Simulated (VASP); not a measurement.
Here is a VASP 6.6.1 calculation.

File INCAR:

```
  PREC = Accurate
  ENCUT = 520
  EDIFF = 1E-7
  ISMEAR = -1
  SIGMA = 0.05
  LREAL = False
  LASPH = True
  NELM = 100
  ALGO = Fast
  ISIF = 2
  LWAVE = False
  LCHARG = True
  GGA = PE
  LELF = True
  LVHAR = True
  NBANDS = 26
```

Contents of KPOINTS:

```
Automatic mesh
0
Gamma
  6 6 3
```

The input POSCAR:

```
ZnS
1.0
    3.8110000000      0.0000000000      0.0000000000
   -1.9055000000      3.3004228138      0.0000000000
    0.0000000000      0.0000000000      6.2340000000
Zn S
2 2
Direct
    0.6666666667      0.3333333333      0.5000000000
    0.3333333333      0.6666666667      0.0000000000
    0.6666666667      0.3333333333      0.8850000000
    0.3333333333      0.6666666667      0.3850000000
```

Potentials or basis: VASP PAW PBE potentials, release 64 (Zn, S).

Run with:

```bash
$ cat potpaw_PBE.64/Zn/POTCAR potpaw_PBE.64/S/POTCAR > POTCAR
$ mpirun -np 1 vasp_std > vasp.out
```

**Question.** What does it give for the pressure?

**Answer.** 2.6 GPa.

**Question.** What does it give for the largest force?

**Answer.** 0.324 eV/Å.

**Question.** Estimate the band gap on the k mesh.

**Answer.** 2.25 eV, direct.

Stress tensor (GPa, compression positive):
```
3.26 0.00 0.00
0.00 3.26 0.00
0.00 0.00 1.19
```

**The experiment to reproduce.**

A printed reference work, monograph reports, for a bulk crystal of ZnS at 4 K: band gap 3.911 eV (direct).

A measured gap of ZnS is 3.911 eV (direct; 4 K; a printed reference work, monograph); the calculated 2.25 eV misses it by -1.66 eV. The value is that of PBE, without temperature or zero-point motion. Semilocal functionals fall short of measured gaps as a rule.
